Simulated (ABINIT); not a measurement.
Planning a run of ABINIT 10.8.3 on LiBr (Fm-3m). The input:

```
acell 3*1.0 Angstrom
rprim 
  0.000000000000 2.750650000000 2.750650000000
  2.750650000000 0.000000000000 2.750650000000
  2.750650000000 2.750650000000 0.000000000000
ntypat 2
znucl 3 35
natom 2
typat 1 2
xred 
  0.000000000000 0.000000000000 0.000000000000
  0.500000000000 0.500000000000 0.500000000000
pp_dirpath "pseudos"
pseudos "Li.upf, Br.upf"
ecut 33
ngkpt 4 4 4
nshiftk 1
shiftk 0 0 0
kptopt 1
chksymbreak 0
irdden 1
istwfk *1
nband 137
prtvol 0
optdriver 6
gwr_task "HDIAGO"
paral_kgb 0
occopt 1
indata_prefix "in"
outdata_prefix "out"
tmpdata_prefix "tmp"
```

```sh
OMP_NUM_THREADS=1 mpirun -n 4 abinit run.abi > log
```

How long will it take on 4 MPI ranks of Arm Neoverse V1, shared host, and how much memory?

It took 28 s; on shared hardware allow 14 s to 57 s. Peak host memory was 1.7 GiB.

[Paths, hosts, dates, memory and timing lines, banners, echoed tables and standing remarks are left out of the program output.]

[Logs are printed without paths, hosts, clocks, repeated set-up lines and the standing remarks that a program may print on its own settings, such as how far it seeks lower states.]

[Runs of the session that timed out or met a known fault of the program may be left out.]

[Hosts, paths, dates, database ids (printed as entryN), source tags and the programs' standing remarks are cut or masked in the printed files.]

[G0W0 gaps are taken among the corrected bands and points alone; a level outside them can change the order at an edge.]

[Where Ansatz stands beside ABINIT at settings called matched, ABINIT's density can come from a denser mesh and the files from another edition; pairs whose starting gaps differed by over 0.03 eV were left out, so agreement reads better than it is.]
